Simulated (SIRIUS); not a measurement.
## HfB2: equation of state with PBE

HfB2:

```
Hf B
1.0
     0.00000    2.71608    2.71608
     2.71608    0.00000    2.71608
     2.71608    2.71608    0.00000
Hf B
1 2
Direct
  0.00000 0.00000 0.00000
  0.25000 0.25000 0.25000
  0.75000 0.75000 0.75000
```

The cell was built by a generator and needn't be a form met in nature.

```
Program             : SIRIUS 7.10.0
Task                : equation of state
Functional          : PBE
Potentials or basis : PseudoDojo 0.4.1 PBE standard (scalar relativistic)
Cutoff              : 1054 eV
Density cutoff      : 4214 eV
k mesh              : 9 × 9 × 9
Occupations         : fermi-dirac, width 0.05 eV
Spin                : no spin polarisation
```

```json
{"Equilibrium volume": "13.43 Å³/atom", "Bulk modulus": "130 GPa", "Pressure derivative of the bulk modulus": "3.3"}
```

Energy against volume, from the lowest point:
```csv
volume (Å³/atom),energy (meV/atom)
12.556,25.32
12.824,11.79
13.091,3.49
13.358,0.00
13.625,0.93
13.892,5.89
14.159,14.56
```

All runs of the series together: 6.2 min on 1 thread of Arm Neoverse V1, with other jobs on the host.

The run has no spin-orbit coupling, so splittings on Hf are missing.
